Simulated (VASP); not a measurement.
# SnSe in VASP: further runs

One slab, SnSe, is run at these levels: PBE; tasks: single point.

All numbers are computed with VASP 6.6.1; they aren't measurements. Logs are shortened: lines on timing, memory, paths and dates and some standing lists are left out, and cuts for length are marked.

## (1) The structure

The cell holds a slab with vacuum, 8 atoms: a = 4.310 Å, b = 4.318 Å, c = 23.896 Å, α = 90.00°, β = 90.00°, γ = 90.00°.

## (2) Single point, PBE

Input file INCAR:

```
SYSTEM = SnSe
PREC = Accurate ; ENCUT = 600
EDIFF = 1E-7 ; ISMEAR = -1
SIGMA = 0.05 ; LREAL = .False.
LASPH = .True. ; NELM = 60
ALGO = Normal ; ISIF = 2
LWAVE = .False. ; LCHARG = .False.
LDIPOL = .True. ; IDIPOL = 3
DIPOL = 0.5 0.5 0.500 ; GGA = PE
NBANDS = 50
```

Input file KPOINTS:

```
regular mesh
0
Gamma
  5 5 1
  0 0 0
```

Input file POSCAR:

```
SnSe
1.0
    4.3100000000      0.0000000000      0.0000000000
    0.0000000000      4.3180000000      0.0000000000
    0.0000000000      0.0000000000     23.8958000000
Sn Se
4 4
Direct
    0.5000000000      0.2500000000      0.3138626872
    0.0000000000      0.7500000000      0.4412197959
    0.0000000000      0.2500000000      0.5587802041
    0.5000000000      0.7500000000      0.6861373128
    0.0000000000      0.7500000000      0.3256187280
    0.5000000000      0.2500000000      0.4294637551
    0.5000000000      0.7500000000      0.5705362449
    0.0000000000      0.2500000000      0.6743812720
```

Potentials or basis: VASP PAW PBE potentials, release 64 (Sn_d, Se).

On the command line:

```bash
$ cat potpaw_PBE.64/Sn_d/POTCAR potpaw_PBE.64/Se/POTCAR > POTCAR
$ mpirun -np 1 vasp_std > vasp.out
```

OUTCAR:

```text
SYSTEM = SnSe
   PREC = Accurate
   ENCUT = 600
   EDIFF = 1E-7
   ISMEAR = -1
   LREAL = .False.
   LASPH = .True.
   NELM = 60
   ISIF = 2
   GGA = PE

 ion  position               nearest neighbor table
   1  0.500  0.250  0.314-   6 2.76   5 3.06   5 3.06   5 3.06   5 3.06
   2  0.000  0.750  0.441-   5 2.76   6 3.06   6 3.06   6 3.06   6 3.06   3 3.54   3 3.54
   3  0.000  0.250  0.559-   8 2.76   7 3.06   7 3.06   7 3.06   7 3.06   2 3.54   2 3.54
   4  0.500  0.750  0.686-   7 2.76   8 3.06   8 3.06   8 3.06   8 3.06
   5  0.000  0.750  0.326-   2 2.76   1 3.06   1 3.06   1 3.06   1 3.06
   6  0.500  0.250  0.429-   1 2.76   2 3.06   2 3.06   2 3.06   2 3.06
   7  0.500  0.750  0.571-   4 2.76   3 3.06   3 3.06   3 3.06   3 3.06
   8  0.000  0.250  0.674-   3 2.76   4 3.06   4 3.06   4 3.06   4 3.06

  LATTYP: Found a simple orthorhombic cell.
 ALAT       =     4.3100000000
 B/A-ratio  =     1.0018561485
 C/A-ratio  =     5.5442691415

  Lattice vectors:

 A1 = (   4.3100000000,   0.0000000000,   0.0000000000)
 A2 = (   0.0000000000,   4.3180000000,   0.0000000000)
 A3 = (   0.0000000000,   0.0000000000,  23.8958000000)

Analysis of symmetry for initial positions (statically):
=====================================================================
 Subroutine PRICEL returns:
 Original cell was already a primitive cell.

 Routine SETGRP: Setting up the symmetry group for a
 simple orthorhombic supercell.

 Subroutine GETGRP returns: Found  8 space group operations
 (whereof  4 operations were pure point group operations)
 out of a pool of  8 trial point group operations.

The static configuration has the point symmetry C_2h.
 The point group associated with its full space group is D_2h.

Analysis of symmetry for dynamics (positions and initial velocities):
=====================================================================
 Subroutine PRICEL returns:
 Original cell was already a primitive cell.

 Routine SETGRP: Setting up the symmetry group for a
 simple orthorhombic supercell.

 Subroutine GETGRP returns: Found  8 space group operations
 (whereof  4 operations were pure point group operations)
 out of a pool of  8 trial point group operations.

The dynamic configuration has the point symmetry C_2h.
 The point group associated with its full space group is D_2h.

 Subroutine INISYM returns: Found  8 space group operations
 (whereof  4 operations are pure point group operations),
 and found     1 'primitive' translations

----------------------------------------------------------------------------------------

                                     Primitive cell

  volume of cell :     444.7147

  direct lattice vectors                    reciprocal lattice vectors
     4.310000000  0.000000000  0.000000000     0.232018561  0.000000000  0.000000000
     0.000000000  4.318000000  0.000000000     0.000000000  0.231588698  0.000000000
     0.000000000  0.000000000 23.895800000     0.000000000  0.000000000  0.041848358

  length of vectors
     4.310000000  4.318000000 23.895800000     0.232018561  0.231588698  0.041848358

  position of ions in fractional coordinates (direct lattice)
     0.500000000  0.250000000  0.313862687
     0.000000000  0.750000000  0.441219796
     0.000000000  0.250000000  0.558780204
     0.500000000  0.750000000  0.686137313
     0.000000000  0.750000000  0.325618728
     0.500000000  0.250000000  0.429463755
     0.500000000  0.750000000  0.570536245
     0.000000000  0.250000000  0.674381272

  ion indices of the primitive-cell ions
   primitive index   ion index
                 1           1
                 2           2
                 3           3
                 4           4
                 5           5
                 6           6
                 7           7
                 8           8

----------------------------------------------------------------------------------------

 KPOINTS: regular mesh

Automatic generation of k-mesh.
 Grid dimensions read from file:
 generate k-points for:    5    5    1

 Generating k-lattice:

  Cartesian coordinates                     Fractional coordinates (reciprocal lattice)
     0.046403712  0.000000000  0.000000000     0.200000000  0.000000000  0.000000000
     0.000000000  0.046317740  0.000000000     0.000000000  0.200000000  0.000000000
     0.000000000  0.000000000  0.041848358     0.000000000  0.000000000  1.000000000

  Length of vectors
     0.046403712  0.046317740  0.041848358

  Shift w.r.t. Gamma in fractional coordinates (k-lattice)
     0.000000000  0.000000000  0.000000000

 Subroutine IBZKPT returns following result:
 ===========================================

 Found      9 irreducible k-points:

 Following reciprocal coordinates:
            Coordinates               Weight
  0.000000  0.000000  0.000000      1.000000
  0.200000  0.000000  0.000000      2.000000
  0.400000  0.000000  0.000000      2.000000
  0.000000  0.200000  0.000000      2.000000
  0.200000  0.200000  0.000000      4.000000
  0.400000  0.200000  0.000000      4.000000
  0.000000  0.400000  0.000000      2.000000
  0.200000  0.400000  0.000000      4.000000
  0.400000  0.400000  0.000000      4.000000
   k-points           NKPTS =      9   k-points in BZ     NKDIM =      9   number of bands    NBANDS=     50
   number of dos      NEDOS =    301   number of ions     NIONS =      8
   total plane-waves  NPLWV = 248832
   dimension x,y,z NGX =    36 NGY =   36 NGZ =  192
   dimension x,y,z NGXF=    72 NGYF=   72 NGZF=  384
   ions per type =               4   4
   NGX,Y,Z   is equivalent  to a cutoff of  13.89, 13.86, 13.36 a.u.
   NGXF,Y,Z  is equivalent  to a cutoff of  27.77, 27.72, 26.72 a.u.
 SYSTEM =  SnSe
   PREC   = accura    normal or accurate (medium, high low for compatibility)
   ISTART =      0    job   : 0-new  1-cont  2-samecut
   ICHARG =      2    charge: 1-file 2-atom 10-const
   ISPIN  =      1    spin polarized calculation?
   LNONCOLLINEAR =      F non collinear calculations
   LSORBIT =      F    spin-orbit coupling
   LASPH  =      T    aspherical Exc in radial PAW
   ENCUT  =  600.0 eV  44.10 Ry    6.64 a.u.   8.61  8.62 47.73*2*pi/ulx,y,z
   NELM   =     60;   NELMIN=  2; NELMDL= -5     # of ELM steps
   EDIFF  = 0.1E-06   stopping-criterion for ELM
   LREAL  =      F    real-space projection
   EDIFFG = 0.1E-05   stopping-criterion for IOM
   NSW    =      0    number of steps for IOM
   IBRION =     -1    ionic relax: 0-MD 1-quasi-New 2-CG
   NFREE  =      0    steps in history (QN), initial steepest desc. (CG)
   ISIF   =      2    stress and relaxation
   ISYM   =      2    0-nonsym 1-usesym 2-fastsym
   POTIM  = 0.5000    time-step for ionic-motion
   TEBEG  =    0.0;   TEEND  =   0.0 temperature during run
   PSTRESS=    0.0 pullay stress
   NELECT =      80.0000    total number of electrons
   NUPDOWN=      -1.0000    fix difference up-down
   EMIN   =  10.00;   EMAX   =-10.00  energy-range for DOS
   EFERMI =   0.00;   METHOD = LEGACY
   ISMEAR =    -1;   SIGMA  =   0.05  broadening in eV -4-tet -1-fermi 0-gaus
   EFERMI_NEDOS =   21; number of points for ismear=-14 and -15
   IALGO  =     38    algorithm
   IMIX   =      4    mixing-type and parameters
     AMIX     =   0.40;   BMIX     =  1.00
     AMIX_MAG =   1.60;   BMIX_MAG =  1.00
  volume/ion in A,a.u.               =      55.59       375.14
  Fermi-wavevector in a.u.,A,eV,Ry     =   0.924154  1.746398 11.620199  0.854061
  Thomas-Fermi vector in A             =   2.049869
   LORBIT       =      0    0 simple, 1 ext, 2 COOP (PROOUT), +10 PAW based schemes
   GGA     = PE    functional components
   LHFCALC =     F    Hartree Fock is set to
   AEXX    =    0.0000 exact exchange contribution
   IVDW    =     0    specifies the selected vdW correction
   LEPSILON=     F    determine dielectric tensor
   LRPA    =     F    only Hartree local field effects (RPA)
 non-spin polarized calculation
  energy-cutoff  :      600.00
  volume of cell :      444.71
 maximum number of plane-waves:     14871
 NGX is ok and might be reduce to    36

 number of electron      80.0000004 magnetization

 dipolmoment           0.000000      0.000000      0.000000 electrons x Angstroem

 Free energy of the ion-electron system (eV)
  ---------------------------------------------------
  ext. energy  EPLUGINS =         0.00000000
  ---------------------------------------------------
  free energy    TOTEN  =       -32.57011700 eV

  energy without entropy =      -32.57007968  energy(sigma->0) =      -32.57009834

 E-fermi :   0.7260     XC(G=0):  -5.2225

 val. band max:        0.2948677957   @ k =   0.4000   0.0000   0.0000
 cond. band min:       1.1653126340   @ k =   0.0000   0.4000   0.0000
 fundamental gap:      0.8704448383
 Fermi energy:         0.7260136661

 k-point     1 :       0.0000    0.0000    0.0000
  band No.  band energies     occupation
      1     -21.0171      2.00000
      2     -21.0109      2.00000
      3     -21.0044      2.00000
      4     -20.9962      2.00000
      5     -20.9864      2.00000
      6     -20.9739      2.00000
[... 42 lines left out ...]
     49       4.7217      0.00000
     50       4.8656      0.00000

 k-point     2 :       0.2000    0.0000    0.0000
  band No.  band energies     occupation
      1     -21.0134      2.00000
      2     -21.0089      2.00000
      3     -21.0066      2.00000
      4     -20.9983      2.00000
      5     -20.9864      2.00000
      6     -20.9712      2.00000
[... 363 lines left out ...]
 k-point     9 :       0.4000    0.4000    0.0000
  band No.  band energies     occupation
      1     -21.0186      2.00000
      2     -21.0160      2.00000
      3     -21.0001      2.00000
      4     -20.9979      2.00000
      5     -20.9834      2.00000
      6     -20.9816      2.00000
[... 42 lines left out ...]
     49       5.1082      0.00000
     50       5.5038      0.00000

------------------------ aborting loop because EDIFF is reached ----------------------------------------

 vacuum level on the upper side and lower side of the slab       (xc-potential included)        -0.098        -0.098

  FORCE on cell =-STRESS in cart. coord.  units (eV):
  Direction    XX          YY          ZZ          XY          YZ          ZX
  --------------------------------------------------------------------------------------
  -------------------------------------------------------------------------------------
  Total       -1.0364105     -1.1392013     -1.4787986      0.0000000      0.0000000      0.0000000
  in kB       -3.7338848     -4.1042099     -5.3276801      0.0000000      0.0000000      0.0000000
  external PRESSURE =      -4.3885916 kB  Pullay stress =       0.0000000 kB

 VOLUME and BASIS-vectors are now :
 -----------------------------------------------------------------------------
  energy-cutoff  :      600.00
  volume of cell :      444.71
      direct lattice vectors                 reciprocal lattice vectors
     4.310000000  0.000000000  0.000000000     0.232018561  0.000000000  0.000000000
     0.000000000  4.318000000  0.000000000     0.000000000  0.231588698  0.000000000
     0.000000000  0.000000000 23.895800000     0.000000000  0.000000000  0.041848358

 POSITION                                       TOTAL-FORCE (eV/Angst)
 -----------------------------------------------------------------------------------
      2.15500      1.07950      7.50000        -0.000000     -0.000000      0.319578
      0.00000      3.23850     10.54330        -0.000000      0.000000     -0.295849
      0.00000      1.07950     13.35250        -0.000000      0.000000      0.295849
      2.15500      3.23850     16.39580        -0.000000      0.000000     -0.319578
      0.00000      3.23850      7.78092        -0.000000      0.000000      0.000595
      2.15500      1.07950     10.26238        -0.000000      0.000000     -0.165239
      2.15500      3.23850     13.63342        -0.000000      0.000000      0.165239
      0.00000      1.07950     16.11488         0.000000      0.000000     -0.000595
 -----------------------------------------------------------------------------------
    total drift:                                0.000000      0.000000      0.000000

  FREE ENERGIE OF THE ION-ELECTRON SYSTEM (eV)
  ---------------------------------------------------
  free  energy   TOTEN  =       -32.5701170012 eV

  energy  without entropy=      -32.5700796807  energy(sigma->0) =      -32.57009834

 vacuum level on the upper side and lower side of the slab         4.545         4.545
```

Run time: 8 min. Hardware: 1 thread of AMD EPYC 7R43 (Zen 3), shared host; peak memory 0.56 GiB.

What came out:

- Free energy: -32.5701 eV
- Largest force: 0.320 eV/Å
- Band gap on the k mesh: 0.87 eV, indirect (least direct gap 0.95 eV)

Forces on the atoms (eV/Å):
```
Sn   0.000  0.000  0.320
Sn   0.000  0.000 -0.296
Sn   0.000  0.000  0.296
Sn   0.000  0.000 -0.320
Se   0.000  0.000  0.001
Se   0.000  0.000 -0.165
Se   0.000  0.000  0.165
Se   0.000  0.000 -0.001
```

Caveat: spin-orbit coupling is left out, which moves the levels of the heavy elements.

## (3) Single point, PBE

INCAR is that of step 2.

KPOINTS is that of step 2.

POSCAR is that of step 2.

Potentials or basis: VASP PAW PBE potentials, release 64 (Sn_d_GW, Se_GW).

On the command line:

```bash
$ cat potpaw_PBE.64/Sn_d_GW/POTCAR potpaw_PBE.64/Se_GW/POTCAR > POTCAR
$ mpirun -np 1 vasp_std > vasp.out
```

It took 13 min on 1 thread of AMD EPYC 7R43 (Zen 3), shared host; peak memory 0.58 GiB.

Results (log left out):

```yaml
Free_energy: -32.5919 eV
Largest_force: 0.330 eV/Å
Band_gap_on_the_k_mesh: 0.87 eV, indirect (least direct gap 0.95 eV)
```

Forces in eV/Å, atoms in the order of the input:
```
Sn   0.000  0.000  0.330
Sn   0.000  0.000 -0.306
Sn   0.000  0.000  0.306
Sn   0.000  0.000 -0.330
Se   0.000  0.000  0.010
Se   0.000  0.000 -0.175
Se   0.000  0.000  0.175
Se   0.000  0.000 -0.010
```

Levels at points of the mesh, in eV from the valence-band top:
```csv
k point,band 37,band 38,band 39,band 40,band 41,band 42,band 43,band 44
"(0.00, 0.00, 0.00)",-1.52,-1.52,-0.33,-0.33,0.90,2.53,3.60,3.61
```

Caveat: spin-orbit coupling is left out, which moves the levels of the heavy elements.
